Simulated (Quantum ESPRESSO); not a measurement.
Crystal: SnTe.

```xyz
2
Lattice="0.0000 3.6111 3.6111 3.6111 0.0000 3.6111 3.6111 3.6111 0.0000" Properties=species:S:1:pos:R:3 pbc="T T T"
Te    1.8056    1.8056    1.8056
Sn    0.0000    0.0000    0.0000
```

Measurements of this composition are mostly on another form, of space group No. 225.

Base run:

- Program: Quantum ESPRESSO 7.5
- Functional: PBEsol
- Potentials or basis: GBRV 1.5 PBEsol
- Cutoff: 925 eV
- Density cutoff: 7401 eV
- k mesh: 7 × 7 × 7
- Occupations: fermi-dirac, width 0.05 eV
- Spin: no spin polarisation

Its results: pressure -1.5 GPa.

Question: The run is repeated on the same cell with these changes: functional from PBEsol to LDA; potentials or basis from GBRV 1.5 PBEsol to GBRV 1.5 LDA. What comes out?

Answer: Pressure -2.3 GPa.

Not every run made on this cell is shown here.
